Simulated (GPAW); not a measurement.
# Pt (Fm-3m) in GPAW: reference runs

How does Pt come out in PBE? The cell is run as given.

Everything below comes from runs of GPAW 26.7.0. Logs are shortened: lines on timing, memory, paths and dates and some standing lists are left out, and cuts for length are marked. The log counts tension as positive stress, the text compression.

**1. Starting point**

The structure is cubic, space group Fm-3m (No. 225). Conventional cell: a = 3.922 Å, b = 3.922 Å, c = 3.922 Å, α = 90.00°, β = 90.00°, γ = 90.00°. Pt (site symmetry m-3m) has 12 Pt at 2.77 Å as nearest neighbours.

**2. Single point, PBE**

run.py

```python
from ase import Atoms
from ase.dft.bandgap import bandgap
from ase.io import write
from ase.units import GPa
from gpaw import GPAW, PW

atoms = Atoms(['Pt'],
              cell=[[0.0, 1.9609, 1.9609],
                    [1.9609, 0.0, 1.9609],
                    [1.9609, 1.9609, 0.0]],
              scaled_positions=[[0.0, 0.0, 0.0]],
              pbc=True)

calc = GPAW(mode=PW(600),
            xc='PBE',
            kpts={'size': (12, 12, 12), 'gamma': True},
            occupations={'name': 'fermi-dirac', 'width': 0.05},
            nbands=17,
            convergence={'density': 1e-05, 'energy': 1e-05},
            maxiter=150,
            txt='gpaw.txt')
atoms.calc = calc
energy = atoms.get_potential_energy()
forces = atoms.get_forces()
stress = atoms.get_stress()
calc.write('gs.gpw')
write('result.traj', atoms)
print(f'Energy: {energy:.6f} eV')
print('Forces (eV/A):')
print(forces.round(4))
print('Stress (GPa):', (stress / GPa).round(3))
print('Fermi level:', round(calc.get_fermi_level(), 4), 'eV')
print(f'Gap: {bandgap(calc)[0]:.4f} eV, direct: {bandgap(calc, direct=True)[0]:.4f} eV')
```

Potentials or basis: GPAW PAW data sets (gpaw-data 1.2.1), pw.

The run is started by

```bash
$ OMP_NUM_THREADS=1 python run.py
```

gpaw.txt:

```text
__  _  _
 | _ |_)|_||  |
 |__||  | ||/\| - 26.7.0

Input parameters:
  mode=PW(ecut=600.0),
  convergence={'density': 1e-05, 'energy': 1e-05},
  kpts=MonkhorstPack(size=(12, 12, 12), gamma=True),
  maxiter=150,
  nbands=17,
  occupations=Occupations(name='fermi-dirac', width=0.05),
  xc=XC(name='PBE')

Diagonalizing LCAO Hamiltonian
Converting LCAO to pw mode

       Pt

Atoms  # Å, Bohr magnetons
|   | symbol |        x |        y |        z |    initial magnetic moments |
|---|--------|----------|----------|----------|-----------------------------|
| 0 |     Pt | 0.000000 | 0.000000 | 0.000000 | ( 0.0000,  0.0000,  0.0000) |

Unit cell  # Å
| periodic |        x |        y |        z |  lengths |    angles |
|----------|----------|----------|----------|----------|-----------|
|      yes | 0.000000 | 1.960900 | 1.960900 | 2.773131 | 60.000000 |
|      yes | 1.960900 | 0.000000 | 1.960900 | 2.773131 | 60.000000 |
|      yes | 1.960900 | 1.960900 | 0.000000 | 2.773131 | 60.000000 |

Number of symmetries: 48
Symmetry operations  # r_c * U_cc + t_c -> r_c
|    | kind |            matrix            |
|----|------|------------------------------|
|  0 |  σ   |  1, 0, 0,  1, 0,-1,  1,-1, 0 |
|  1 |  C2  |  1, 0, 0,  1,-1, 0,  1, 0,-1 |
|  2 |  E   |  1, 0, 0,  0, 1, 0,  0, 0, 1 |
|  3 |  σ   |  1, 0, 0,  0, 0, 1,  0, 1, 0 |
|  4 |  C4  |  1, 0,-1,  1, 0, 0,  1,-1, 0 |
|  5 |  S6  |  1, 0,-1,  1,-1, 0,  1, 0, 0 |
|  6 |  σ   |  1, 0,-1,  0, 1,-1,  0, 0,-1 |
|  7 |  C3  |  1, 0,-1,  0, 0,-1,  0, 1,-1 |
|  8 |  S6  |  1,-1, 0,  1, 0, 0,  1, 0,-1 |
|  9 |  C4  |  1,-1, 0,  1, 0,-1,  1, 0, 0 |
| 10 |  C3  |  1,-1, 0,  0,-1, 1,  0,-1, 0 |
| 11 |  σ   |  1,-1, 0,  0,-1, 0,  0,-1, 1 |
| 12 |  σ   |  0, 1, 0,  1, 0, 0,  0, 0, 1 |
| 13 |  C4  |  0, 1, 0,  0, 1,-1, -1, 1, 0 |
| 14 |  C3  |  0, 1, 0,  0, 0, 1,  1, 0, 0 |
| 15 |  S6  |  0, 1, 0, -1, 1, 0,  0, 1,-1 |
| 16 |  C2  |  0, 1,-1,  1, 0,-1,  0, 0,-1 |
| 17 |  σ   |  0, 1,-1,  0, 1, 0, -1, 1, 0 |
| 18 |  S4  |  0, 1,-1,  0, 0,-1,  1, 0,-1 |
| 19 |  C4  |  0, 1,-1, -1, 1, 0,  0, 1, 0 |
| 20 |  C3  |  0, 0, 1,  1, 0, 0,  0, 1, 0 |
| 21 |  σ   |  0, 0, 1,  0, 1, 0,  1, 0, 0 |
| 22 |  S6  |  0, 0, 1,  0,-1, 1, -1, 0, 1 |
| 23 |  C4  |  0, 0, 1, -1, 0, 1,  0,-1, 1 |
| 24 |  S4  |  0, 0,-1,  1, 0,-1,  0, 1,-1 |
| 25 |  C3  |  0, 0,-1,  0, 1,-1,  1, 0,-1 |
| 26 |  C2  |  0, 0,-1,  0,-1, 0, -1, 0, 0 |
| 27 |  S6  |  0, 0,-1, -1, 0, 0,  0,-1, 0 |
| 28 |  S4  |  0,-1, 1,  1,-1, 0,  0,-1, 0 |
| 29 |  C4  |  0,-1, 1,  0, 0, 1, -1, 0, 1 |
| 30 |  C2  |  0,-1, 1,  0,-1, 0,  1,-1, 0 |
| 31 |  σ   |  0,-1, 1, -1, 0, 1,  0, 0, 1 |
| 32 |  C3  |  0,-1, 0,  1,-1, 0,  0,-1, 1 |
| 33 |  S6  |  0,-1, 0,  0, 0,-1, -1, 0, 0 |
| 34 |  S4  |  0,-1, 0,  0,-1, 1,  1,-1, 0 |
| 35 |  C2  |  0,-1, 0, -1, 0, 0,  0, 0,-1 |
| 36 |  C2  | -1, 1, 0,  0, 1, 0,  0, 1,-1 |
| 37 |  S6  | -1, 1, 0,  0, 1,-1,  0, 1, 0 |
| 38 |  S4  | -1, 1, 0, -1, 0, 1, -1, 0, 0 |
| 39 |  C3  | -1, 1, 0, -1, 0, 0, -1, 0, 1 |
| 40 |  S6  | -1, 0, 1,  0, 0, 1,  0,-1, 1 |
| 41 |  C2  | -1, 0, 1,  0,-1, 1,  0, 0, 1 |
| 42 |  C3  | -1, 0, 1, -1, 1, 0, -1, 0, 0 |
| 43 |  S4  | -1, 0, 1, -1, 0, 0, -1, 1, 0 |
| 44 |  C2  | -1, 0, 0,  0, 0,-1,  0,-1, 0 |
| 45 |  i   | -1, 0, 0,  0,-1, 0,  0, 0,-1 |
| 46 |  σ   | -1, 0, 0, -1, 1, 0, -1, 0, 1 |
| 47 |  C2  | -1, 0, 0, -1, 0, 1, -1, 1, 0 |

BZ-sampling:
  Number of BZ points: 1728
  Number of IBZ points: 72

  Monkhorst-Pack size: [12, 12, 12]
  Monkhorst-Pack shift: [0.041666666666666664, 0.041666666666666664, 0.041666666666666664]

K-points  # in reciprocal-cell coordinates
|     |                                coordinates |     weight |
|-----|--------------------------------------------|------------|
|   0 | ( -0.00000000,  -0.00000000,  -0.00000000) | 0.00057870 |
|   1 | (  0.08333333,   0.08333333,  -0.00000000) | 0.00347222 |
|   2 | (  0.08333333,   0.08333333,   0.08333333) | 0.00462963 |
|   3 | (  0.16666667,   0.08333333,   0.08333333) | 0.00694444 |
|   4 | (  0.16666667,   0.16666667,  -0.00000000) | 0.00347222 |
|   5 | (  0.16666667,   0.16666667,   0.08333333) | 0.01388889 |
|   6 | (  0.16666667,   0.16666667,   0.16666667) | 0.00462963 |
|   7 | (  0.25000000,   0.16666667,   0.08333333) | 0.01388889 |
|   8 | (  0.25000000,   0.16666667,   0.16666667) | 0.01388889 |
|   9 | (  0.25000000,   0.25000000,  -0.00000000) | 0.00347222 |
| ... |                                            |            |
|  71 | (  0.50000000,   0.50000000,   0.50000000) | 0.00231481 |

Plane wave coefficients: 531
Cutoff: 600.0 eV

Spin-components: 1 (collinear spins)
Bands:           17
Projectors:      6
Spin-degeneracy: 2
Datatype:        complex128

Density:
  Valence electrons: 16.0
  Components: 1
  Grid points: [16 16 16]
  Charge: 0.0  # |e|

Potential:
  Grid points: [16 16 16]

species:
  Pt:
    name:    Platinum
    Z:       78.0
    valence: 16
    core:    62
    charge:  0.0  # [|e|]
    compensation charges:
      type: gauss
      rc: 0.41  # [Å]
      lmax: 2
    cutoffs:
      filter: 2.26  # [Å]
      core: 2.26  # [Å]
    projectors
    | kind |    occ | energy [eV] | rcut [Å] |
    |------|--------|-------------|----------|
    |   6s |  1.000 |      -5.628 |    1.307 |
    |   5p |  6.000 |     -56.051 |    1.371 |
    |   6p |  0.000 |      -0.845 |    1.371 |
    |   5d |  9.000 |      -6.153 |    1.307 |
    |    s |        |      21.583 |    1.307 |
    |    d |        |      21.058 |    1.307 |

    Using partial waves for Pt as LCAO basis

Reference energy: -500375.362767  # eV

eigensolver:
  PPCG
  Converge bands: occupied
  niter=2

density mixing:
  MSR1-Mixer
  Pratt-step length: 0.05
  Maximum mixing coefficient: 0.75
  Old densities: 10
  SVD Regularization: 0.005
  Good broyden scale: 1.0
  Trust region scale: 1.0
  Backstep threshold: 4.0
  History deletion threshold: 6.0
  Fourier metric: weight=20.0, sigma=0.015

occupation numbers:
  Fermi-Dirac:
    width: 0.0500  # eV

poisson solver:
  ecut: 4800.0  # eV

xc functional:
[... 9 lines left out ...]
|iter     | |      energy | eigst |  dens |
|---------|-|-------------|-------|-------|
|iter:   1| |   -6.850553 | +0.07 |       |
|iter:   2| |   -6.763642 | -2.95 | -1.20 |
|iter:   3| |   -6.428955 | -2.30 | -1.25 |
|iter:   4| |   -6.427523 | -3.80 | -2.28 |
|iter:   5| |   -6.427740 | -3.48 | -2.52 |
|iter:   6| |   -6.427741 | -5.98 | -3.57 |
|iter:   7| |   -6.427741c| -6.31 | -3.77 |
|iter:   8| |   -6.427741c| -7.49c| -4.94 |
|iter:   9| |   -6.427741c| -7.99c| -5.48c|

Converged in 9 steps
Energy contributions relative to reference atoms: (reference = -500375.362767)

Energy contributions:
  Kinetic:          -3.681826
  Coulomb:           2.166417
  Zero:             -0.546962
  External:          0.000000
  Xc:               -4.357685
  Entropy:          -0.015369
  Spinorbit:         0.000000
  ----------------------------
  Free energy:      -6.435425
  Extrapolated:     -6.427741

dipole moment: (-13.389516, -13.389516, -13.389516)  # |e|*Ang

Fermi level: 12.148
Eigenvalues  # (at kpt = [-0.000, -0.000, -0.000])
| band index |      eig [eV] | occ [0-2] |
|------------|---------------|-----------|
|          0 |       -40.428 |     2.000 |
|          1 |       -40.428 |     2.000 |
|          2 |       -40.428 |     2.000 |
|          3 |         2.026 |     2.000 |
|          4 |         8.375 |     2.000 |
|          5 |         8.375 |     2.000 |
[... 9 lines left out ...]
|         15 |        43.950 |     0.000 |
|         16 |        43.950 |     0.000 |

No gap
No difference between direct/indirect transitions

Forces  # eV/Ang
|       x |       y |        z |
|---------|---------|----------|
| 0.00000 | 0.00000 | -0.00000 |  # Pt   0

Stress tensor  # eV/Ang^3
|         x |         y |         z |
|-----------|-----------|-----------|
| -0.061047 |  0.000000 | -0.000000 |
|  0.000000 | -0.061047 |  0.000000 |
| -0.000000 |  0.000000 | -0.061047 |

# Writing to gs.gpw (mode='')
```

Wall time 14 s (1 thread of Intel Xeon Platinum 8259CL at 2.50GHz (Skylake/Cascade Lake), shared host); peak memory 0.14 GiB.

Results:

```
Free energy            : -6.4354 eV
Pressure               : 9.8 GPa
Band gap on the k mesh : none (metal or under the smearing width)
```
